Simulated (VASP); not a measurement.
HgSe, 2 atoms in the cell. The structure is cubic, space group F-43m (No. 216). The conventional cell has a = 6.078 Å, b = 6.078 Å, c = 6.078 Å, α = 90.00°, β = 90.00°, γ = 90.00°. Hg (site symmetry -43m) is surrounded by 4 Se at 2.63 Å. Se (site symmetry -43m) has 4 Hg at 2.63 Å as nearest neighbours. 

```yaml
Program: VASP 6.6.1
Task: relaxation of cell and atoms
Functional: BLYP
Dispersion: D3
Potentials_or_basis: VASP PAW PBE potentials, release 64 (Hg, Se)
Cutoff: 600 eV
k_mesh: 8 × 8 × 8
Occupations: fermi-dirac, width 0.05 eV
Spin: no spin polarisation
Further_INCAR_settings: ALGO = Normal; EDIFF = 1e-06; IBRION = 2; EDIFFG = -0.02; NSW = 40; ISIF = 3
```

Potentials or basis: VASP PAW PBE potentials, release 64 (Hg, Se).

Command:

```bash
$ cat potpaw_PBE.64/Hg/POTCAR potpaw_PBE.64/Se/POTCAR > POTCAR
$ mpirun -np 1 vasp_std > vasp.out
```

Hardware: 1 thread of Intel(R) Xeon(R) Platinum 8488C (Sapphire Rapids) (shared host).

Problem. Estimate the wall time of this run.

Solution. It took 94 s on 1 thread of Intel(R) Xeon(R) Platinum 8488C (Sapphire Rapids), with other jobs on the host, peak memory 0.22 GiB. Counts: scf iterations 29, k points 29, ion steps 3.
